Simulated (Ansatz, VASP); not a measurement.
One calculation of BN, two programs

File INCAR:

```
ALGO = Normal ; DIPOL = 0.5 0.5 0.500
EDIFF = 1E-7 ; ENCUT = 520
GGA = PE ; IDIPOL = 3
ISIF = 2 ; ISMEAR = 0
IVDW = 12 ; LASPH = True
LCHARG = False ; LDIPOL = True
LREAL = False ; LWAVE = False
NBANDS = 11 ; NELM = 100
PREC = Accurate ; SIGMA = 0.02
```

The input KPOINTS:

```
k-points
0
Gamma
  12 12 1
```

POSCAR

```
BN
1.0
    2.4160000000      0.0000000000      0.0000000000
   -1.2080000000      2.0923173755      0.0000000000
    0.0000000000      0.0000000000     26.0000000000
B N
1 1
Direct
    0.0000000000      0.0000000000      0.5137307692
    0.6666666667      0.3333333333      0.4862692308
```

Input for Ansatz:

```yaml
crystal:
  lattice:
    - [2.416, 0.0, 0.0]
    - [-1.208, 2.0923173755, 0.0]
    - [0.0, 0.0, 26.0]
  atoms:
    - { symbol: B, position: [0.0, 0.0, 0.5137307692] }
    - { symbol: "N", position: [0.6666666667, 0.3333333333, 0.4862692308] }
  periodic: [true, true, false]
basis:
  ecutwfc: 420
kpoints:
  mp_grid: { grid: [12, 12, 1] }
hamiltonian:
  xc: pbe
  dispersion: d3bj
scf:
  occupations: { method: gaussian, width: 0.02 }
output:
  forces: true
  stress: true
  eigenvalues: true
```

Alike in both runs: task single point; functional PBE; dispersion D3(BJ); k mesh 12 × 12 × 1; occupations gaussian, width 0.02 eV; no spin polarisation.

|  | VASP | Ansatz |
| --- | --- | --- |
| version | VASP 6.6.1 | Ansatz 0.2.0 |
| potentials or method | VASP PAW PBE potentials, release 64 (B, N) | scalar-relativistic, plane waves, PAW |
| plane-wave cutoff (eV) | 520 | 420 |
| valence electrons in the cell | 8 | 8 |

Ansatz gave:

```
gap on the k mesh at the Fermi level (eV) : none
rms of the force components (eV/Å)        : 5.232
```

Question: Which values does VASP return?

Answer: gap on the k mesh at the Fermi level (eV): none; rms of the force components (eV/Å): 5.217.

Atom by atom the forces differ by 0.015 eV/Å (rms over components). A gap of «none» marks a metal or a gap that the smearing closes.
